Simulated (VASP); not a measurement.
# H: single point with PBE

Crystal: H.

```
H
1.0
     2.64964    0.00000    0.00000
     0.00000    2.64964    0.00000
     0.00000    0.00000    0.98049
H
1
Direct
  0.00000 0.00000 0.50000
```

```yaml
Program: VASP 6.6.1
Task: single point
Functional: PBE
Potentials_or_basis: VASP PAW PBE potentials, release 64 (H)
Cutoff: 520 eV
k_mesh: 10 × 10 × 26
Occupations: gaussian, width 0.05 eV
Spin: no spin polarisation
```

* Pressure: 1.6 GPa
* Band gap on the k mesh: none (metal or under the smearing width)

Stress tensor (GPa, compression positive):
```
2.35 0.00 0.00
0.00 2.35 0.00
0.00 0.00 0.09
```

Levels at points of the mesh, in eV from the Fermi level:
| k point | band 1 | band 2 | band 3 |
| --- | --- | --- | --- |
| (0.00, 0.00, 0.00) | -11.00 | 9.88 | 15.70 |
| (0.50, 0.00, 0.00) | -9.56 | 2.75 | 16.55 |
| (0.50, 0.50, 0.00) | -8.41 | 6.56 | 6.56 |
| (0.00, 0.00, 0.50) | 24.05 | 31.50 | 46.94 |
| (0.50, 0.00, 0.50) | 24.91 | 33.81 | 41.70 |
| (0.50, 0.50, 0.50) | 25.61 | 35.72 | 45.43 |

Run time: 8 s on 1 thread of Intel(R) Xeon(R) 6975P-C (Granite Rapids) (shared host), peak memory 0.11 GiB.
